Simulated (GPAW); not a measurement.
Runs of GPAW 26.7.0 on WS2. The cell holds a slab with vacuum, 6 atoms: a = 3.184 Å, b = 5.514 Å, c = 16.951 Å, α = 90.00°, β = 90.00°, γ = 90.00°. 

```tsv
task	level	potentials or basis	smearing	response ecut	maxiter	response k mesh	response bands	kernels	gap on the mesh (eV)
dielectric tensor	RPBE	the program's PAW data sets (release 1.2.1) made for this functional, pw	fermi-dirac 0.001 eV	80 eV	150	5 × 3 × 2	74	["RPA"]	0.17
dielectric tensor	PBE	GPAW PAW data sets (gpaw-data 1.2.1), pw	fermi-dirac 0.001 eV	80 eV	150	5 × 3 × 2	74	["RPA"]	(a)
dielectric tensor	PBEsol	PAW data sets generated in the run's folder for this functional, pw	fermi-dirac 0.001 eV	80 eV	150	5 × 3 × 2	74	["RPA"]	0.14
single point	PBE	GPAW PAW data sets (gpaw-data 1.2.1), pw	fermi-dirac 0.05 eV	-	120	-	-	-	0.17
```

Alike in all rows: no spin polarisation; cell a zone-boundary wave of random shape, sigma 0.25 Å; k mesh 5 × 3 × 1; cutoff (eV) 500.

Q: Fill in the values left out.

A: (a) 0.16.

Caveats: spin-orbit coupling is left out, which moves the levels of the heavy elements; the gap is small at this level, which inflates the dielectric constant (some runs); the long-wavelength limit can be off by several per cent where d states take part (some runs).

A k mesh can miss the band edges, and the runs leave out spin-orbit coupling on W.
